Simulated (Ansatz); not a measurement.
Hg under changes of volume

One of the cells (23.161 Å³/atom); the others are scaled copies at fixed shape and fractional positions:

```
CELL_PARAMETERS angstrom
1.73000 0.99882 2.23400
-1.73000 0.99882 2.23400
0.00000 -1.99763 2.23400
ATOMIC_POSITIONS crystal
Hg 0.00000 0.00000 0.00000
```

```yaml
Program: Ansatz 0.2.0
Functional: revPBE
Potentials_or_basis: all-electron LAPW, relativistic spinors
Cutoff: 227 eV (chosen from the basis error)
Basis_error_allowed: 0.001 eV/atom
k_mesh: 8 × 8 × 8
Occupations: cold, width 0.025 eV
Spin: spin-orbit coupling, no magnetisation
```

| volume (Å³/atom) | energy over the lowest point (meV/atom) | pressure (GPa) |
| --- | --- | --- |
| 21.772 | 119.14 | 11.0 |
| 22.235 | 89.83 | 9.3 |
| 22.698 | ? | ? |
| 23.161 | 44.48 | 6.7 |
| 23.625 | 26.71 | 5.6 |
| 24.088 | 12.07 | 4.6 |
| 24.551 | 0.00 | 3.8 |

Question: What does the run at 22.698 Å³/atom give?

Answer: Energy over the lowest point 65.16 meV/atom; pressure 7.7 GPa.

Worked out: A Birch-Murnaghan fit of order 3 (a polynomial in V^(-2/3)) to the other rows has no minimum within the range. It gives 65.20 meV/atom at 22.698 Å³/atom, against the run's 65.16, and -dE/dV = 7.9 GPa, against 7.7.

Energies are extrapolated to zero smearing.

Caveats: the k mesh is thin for a metal, which can move the energy by tens of meV per atom (some runs).

The runs don't all hold the same shells in valence.
